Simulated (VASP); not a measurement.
# PtSe2 in VASP: a series of runs, part 2 of 2

VASP 6.6.1. The steps go on from the part before.

## 3. Relaxation of cell and atoms, PBE

This run uses another cell than the first one, of 83.24 Å³/atom, 1.013 times its volume.

The input, INCAR:

```
SYSTEM = PtSe2
PREC = Accurate
ENCUT = 600
EDIFF = 1E-7
ISMEAR = 0
SIGMA = 0.03
LREAL = .False.
LASPH = .True.
NELM = 80
ALGO = Normal
ISIF = 3
LWAVE = .False.
LCHARG = .False.
GGA = PE
IBRION = 2
NSW = 90
EDIFFG = -0.005
LATTICE_CONSTRAINTS = .TRUE. .TRUE. .FALSE.
```

The input, KPOINTS:

```
Automatic mesh
0
Gamma
  9 9 1
  0 0 0
```

The input, POSCAR:

```
PtSe2                                   
1.0
    3.7476830621     -0.0000000000      0.0000000000
   -1.8738415311      3.2455887334      0.0000000000
    0.0000000000      0.0000000000     20.5310000000
  Se              Pt            
     2     1
Direct
     0.6666666699999979    0.3333333300000021    0.4362913185001190
     0.3333333300000021    0.6666666699999979    0.5637086814998810
     0.0000000000000000    0.0000000000000000    0.5000000000000000
```

Potentials or basis: VASP PAW PBE potentials, release 64 (Se, Pt).

Launch:

```console
cat potpaw_PBE.64/Se/POTCAR potpaw_PBE.64/Pt/POTCAR > POTCAR
mpirun -np 1 vasp_std > vasp.out
```

OUTCAR:

```text
SYSTEM = PtSe2
   PREC = Accurate
   ENCUT = 600
   EDIFF = 1E-7
   ISMEAR = 0
   LREAL = .False.
   LASPH = .True.
   NELM = 80
   ISIF = 3
   GGA = PE
   IBRION = 2
   NSW = 90
   EDIFFG = -0.005

 ion  position               nearest neighbor table
   1  0.667  0.333  0.436-   3 2.53   3 2.53   3 2.53
   2  0.333  0.667  0.564-   3 2.53   3 2.53   3 2.53
   3  0.000  0.000  0.500-   1 2.53   2 2.53   2 2.53   1 2.53   1 2.53   2 2.53

  LATTYP: Found a hexagonal cell.
 ALAT       =     3.7476830621
 C/A-ratio  =     5.4783181128

  Lattice vectors:

 A1 = (   3.7476830621,   0.0000000000,   0.0000000000)
 A2 = (  -1.8738415311,   3.2455887334,   0.0000000000)
 A3 = (   0.0000000000,   0.0000000000,  20.5310000000)

Analysis of symmetry for initial positions (statically):
=====================================================================
 Subroutine PRICEL returns:
 Original cell was already a primitive cell.

 Routine SETGRP: Setting up the symmetry group for a
 hexagonal supercell.

 Subroutine GETGRP returns: Found 12 space group operations
 (whereof 12 operations were pure point group operations)
 out of a pool of 24 trial point group operations.

The static configuration has the point symmetry D_3d.

Analysis of symmetry for dynamics (positions and initial velocities):
=====================================================================
 Subroutine PRICEL returns:
 Original cell was already a primitive cell.

 Routine SETGRP: Setting up the symmetry group for a
 hexagonal supercell.

 Subroutine GETGRP returns: Found 12 space group operations
 (whereof 12 operations were pure point group operations)
 out of a pool of 24 trial point group operations.

The dynamic configuration has the point symmetry D_3d.

 Subroutine INISYM returns: Found 12 space group operations
[... 116 lines left out ...]
   LRPA    =     F    only Hartree local field effects (RPA)
 conjugate gradient relaxation of ions
 non-spin polarized calculation
 Gauss-broadening in eV      SIGMA  =   0.03
  energy-cutoff  :      600.00
  volume of cell :      249.73
 maximum number of plane-waves:      8387
 NGX is ok and might be reduce to    30
   NGX = 15   NGY = 15   NGZ = 83

 number of electron      21.9999999 magnetization

 Free energy of the ion-electron system (eV)
  ---------------------------------------------------
  ext. energy  EPLUGINS =         0.00000000
  ---------------------------------------------------
  free energy    TOTEN  =       -14.29602687 eV

  energy without entropy =      -14.29602687  energy(sigma->0) =      -14.29602687

 E-fermi :  -2.8879     XC(G=0):  -3.2501

 val. band max:       -3.0267339514   @ k =   0.0000   0.0000   0.0000
 cond. band min:      -1.6463480058   @ k =   0.2222  -0.0000   0.0000
 fundamental gap:      1.3803859456
 Fermi energy:        -2.8879490717

 k-point     1 :       0.0000    0.0000    0.0000
  band No.  band energies     occupation
      1     -16.9304      2.00000
      2     -15.1614      2.00000
      3      -8.0298      2.00000
      4      -8.0298      2.00000
      5      -7.9872      2.00000
      6      -5.7970      2.00000
      7      -5.7970      2.00000
      8      -4.2121      2.00000
      9      -3.5764      2.00000
     10      -3.0267      2.00000
     11      -3.0267      2.00000
     12      -0.0760      0.00000
     13      -0.0760      0.00000
     14       1.4983      0.00000
[... 185 lines left out ...]
      2     -15.3209      2.00000
      3      -8.1980      2.00000
      4      -7.7837      2.00000
      5      -7.7837      2.00000
      6      -6.3866      2.00000
      7      -6.3866      2.00000
      8      -5.4836      2.00000
      9      -5.1814      2.00000
     10      -3.9660      2.00000
     11      -3.9660      2.00000
     12      -1.2164      0.00000
     13      -1.2164      0.00000
     14       3.0719      0.00000
     15       5.1446      0.00000

------------------------ aborting loop because EDIFF is reached ----------------------------------------

  FORCE on cell =-STRESS in cart. coord.  units (eV):
  Direction    XX          YY          ZZ          XY          YZ          ZX
  --------------------------------------------------------------------------------------
  -------------------------------------------------------------------------------------
  Total        0.0006833      0.0006833     -0.0008625     -0.0000000      0.0000000      0.0000000
  in kB        0.0043835      0.0043835     -0.0055337     -0.0000000      0.0000000      0.0000000
  external PRESSURE =       0.0010778 kB  Pullay stress =       0.0000000 kB

 VOLUME and BASIS-vectors are now :
 -----------------------------------------------------------------------------
  energy-cutoff  :      600.00
  volume of cell :      249.73
      direct lattice vectors                 reciprocal lattice vectors
     3.747683062  0.000000000  0.000000000     0.266831529  0.154055255  0.000000000
    -1.873841531  3.245588733  0.000000000     0.000000000  0.308110510  0.000000000
     0.000000000  0.000000000 20.531000000     0.000000000  0.000000000  0.048706834

 POSITION                                       TOTAL-FORCE (eV/Angst)
 -----------------------------------------------------------------------------------
      1.87384      1.08186      8.95750         0.000000     -0.000000     -0.001346
     -0.00000      2.16373     11.57350         0.000000      0.000000      0.001346
      0.00000      0.00000     10.26550        -0.000000      0.000000      0.000000
 -----------------------------------------------------------------------------------
    total drift:                               -0.000000      0.000000      0.000000

  FREE ENERGIE OF THE ION-ELECTRON SYSTEM (eV)
  ---------------------------------------------------
  free  energy   TOTEN  =       -14.2960268729 eV

  energy  without entropy=      -14.2960268729  energy(sigma->0) =      -14.29602687

 reached required accuracy - stopping structural energy minimisation
```

It took 58 s on 1 thread of AMD EPYC 9R45 (Zen 5), shared host; peak memory 0.38 GiB.

Results:

```
Free energy            : -14.2960 eV
Band gap on the k mesh : 1.38 eV, indirect (least direct gap 1.50 eV)
```

Final structure:
```
CELL_PARAMETERS angstrom
3.74768 0.00000 0.00000
-1.87384 3.24559 0.00000
0.00000 0.00000 20.53100
ATOMIC_POSITIONS crystal
Se 0.66667 0.33333 0.43629
Se 0.33333 0.66667 0.56371
Pt 0.00000 0.00000 0.50000
```

Levels at points of the mesh, in eV from the valence-band top:
| k point | band 7 | band 8 | band 9 | band 10 | band 11 | band 12 | band 13 | band 14 | band 15 |
| --- | --- | --- | --- | --- | --- | --- | --- | --- | --- |
| (0.00, 0.00, 0.00) | -2.77 | -1.19 | -0.55 | 0.00 | 0.00 | 2.95 | 2.95 | 4.53 | 5.29 |

Caveat: the relaxation stopped at its first step, so nothing moved; spin-orbit coupling is left out, which moves the levels of the heavy elements. PBE gaps usually lie below the measured ones, often by a third to a half.

## 4. Relaxation of cell and atoms, PBE+D3(BJ)

The input, INCAR:

```
PREC = Accurate
ENCUT = 600
EDIFF = 1E-6
ISMEAR = 0
SIGMA = 0.03
LREAL = False
LASPH = True
NELM = 80
ALGO = Normal
ISIF = 3
LWAVE = False
LCHARG = False
GGA = PE
IVDW = 12
IBRION = 2
NSW = 90
EDIFFG = -0.01
LATTICE_CONSTRAINTS = .TRUE. .TRUE. .FALSE.
KPAR = 4
```

The input, KPOINTS:

```
regular mesh
0
Gamma
  9 9 1
```

The input, POSCAR:

```
PtSe2
1.0
    3.7240000000      0.0000000000      0.0000000000
   -1.8620000000      3.2250786000      0.0000000000
    0.0000000000      0.0000000000     20.5310000000
Se Pt
2 1
Direct
    0.6666666700      0.3333333300      0.4383615000
    0.3333333300      0.6666666700      0.5616385000
    0.0000000000      0.0000000000      0.5000000000
```

Launch:

```console
cat potpaw_PBE.64/Se/POTCAR potpaw_PBE.64/Pt/POTCAR > POTCAR
mpirun -np 4 vasp_std > vasp.out
```

Wall time 1.7 min (4 MPI ranks of Intel Xeon Platinum 8488C (Sapphire Rapids), shared host); peak memory 0.46 GiB.

The run converged. Its results:

| Quantity | Value |
| --- | --- |
| Free energy | -15.1840 eV |
| Relaxed volume | 81.38 Å³/atom |
| Relaxed cell | a = 3.705 Å, b = 3.705 Å, c = 20.531 Å, α = 90.00°, β = 90.00°, γ = 120.00° |
| Space group after relaxing (to 0.05 Å) | P-3m1 (No. 164) |
| Energy gained by relaxing | 10.2 meV/atom |
| Ionic steps | 5 |
| Band gap on the k mesh | 1.35 eV, indirect (least direct gap 1.58 eV) |
| Dispersion energy per atom | -0.299 eV |

The path:
| step | energy change (eV) | largest force (eV/Å) | pressure (GPa) | volume (Å³) |
| --- | --- | --- | --- | --- |
| 1 | 0.0000 | 0.5996 | 0.74 | 246.58 |
| 2 | -0.0019 | 0.1198 | -0.75 | 254.17 |
| 3 | -0.0159 | 0.2171 | -0.06 | 250.42 |
| 4 | -0.0235 | 0.1515 | -0.04 | 248.52 |
| 5 | -0.0307 | 0.0001 | 0.01 | 244.13 |

Final structure:
```cif
data_structure
_symmetry_space_group_name_H-M 'P 1'
_symmetry_Int_Tables_number 1
_cell_length_a 3.7055
_cell_length_b 3.7055
_cell_length_c 20.5310
_cell_angle_alpha 90.000
_cell_angle_beta 90.000
_cell_angle_gamma 120.000
_cell_volume 244.13
loop_
_atom_site_label
_atom_site_type_symbol
_atom_site_fract_x
_atom_site_fract_y
_atom_site_fract_z
_atom_site_occupancy
Se1 Se 0.66667 0.33333 0.43545 1
Se2 Se 0.33333 0.66667 0.56455 1
Pt1 Pt 0.00000 0.00000 0.50000 1
```

Levels at points of the mesh, in eV from the valence-band top:
```
           k point  band 9  band 10  band 11  band 12  band 13  band 14
(0.00, 0.00, 0.00)   -0.68     0.00     0.00     2.96     2.96     4.49
```

Caveat: spin-orbit coupling is left out, which moves the levels of the heavy elements.

## 5. Relaxation of cell and atoms, PBE+D3(BJ)

This run uses another cell than the first one, of 81.38 Å³/atom, 0.990 times its volume.

INCAR, as its differences from that of step 4:

```diff
@@ -2,3 +2,3 @@
 ENCUT = 600
-EDIFF = 1E-6
+EDIFF = 1E-7
 ISMEAR = 0
@@ -16,3 +16,3 @@
 NSW = 90
-EDIFFG = -0.01
+EDIFFG = -0.005
 LATTICE_CONSTRAINTS = .TRUE. .TRUE. .FALSE.
```

KPOINTS is that of step 4.

The input, POSCAR:

```
PtSe2                                   
1.0
    3.7054754979      0.0000000000      0.0000000000
   -1.8527377490      3.2090359107      0.0000000000
    0.0000000000      0.0000000000     20.5310000000
  Se              Pt            
     2     1
Direct
     0.6666666699999979    0.3333333300000021    0.4354485117393325
     0.3333333300000021    0.6666666699999979    0.5645514882606676
     0.0000000000000000    0.0000000000000000    0.5000000000000000
```

Launch:

```console
cat potpaw_PBE.64/Se/POTCAR potpaw_PBE.64/Pt/POTCAR > POTCAR
mpirun -np 4 vasp_std > vasp.out
```

Wall time 54 s (4 MPI ranks of Intel Xeon Platinum 8488C (Sapphire Rapids), shared host); peak memory 0.45 GiB.

It converged, with:

| Property | Result |
| --- | --- |
| Free energy | -15.1839 eV |
| Relaxed volume | 81.39 Å³/atom |
| Relaxed cell | a = 3.706 Å, b = 3.706 Å, c = 20.531 Å, α = 90.00°, β = 90.00°, γ = 120.00° |
| Space group after relaxing (to 0.05 Å) | P-3m1 (No. 164) |
| Energy gained by relaxing | 0.0 meV/atom |
| Ionic steps | 3 |
| Band gap on the k mesh | 1.35 eV, indirect (least direct gap 1.58 eV) |
| Dispersion energy per atom | -0.299 eV |

Forces on the atoms (eV/Å):
```
Se   0.000  0.000  0.002
Se   0.000  0.000 -0.002
Pt   0.000  0.000  0.000
```

Final structure:
```xyz
3
Lattice="3.7058 0.0000 0.0000 -1.8529 3.2093 0.0000 0.0000 0.0000 20.5310" Properties=species:S:1:pos:R:3 pbc="T T T"
Se    1.8529    1.0698    8.9402
Se    0.0000    2.1396   11.5908
Pt    0.0000    0.0000   10.2655
```

Levels at points of the mesh, in eV from the valence-band top:
```
           k point  band 9  band 10  band 11  band 12  band 13  band 14
(0.00, 0.00, 0.00)   -0.68     0.00     0.00     2.96     2.96     4.50
```

Caveat: spin-orbit coupling is left out, which moves the levels of the heavy elements.
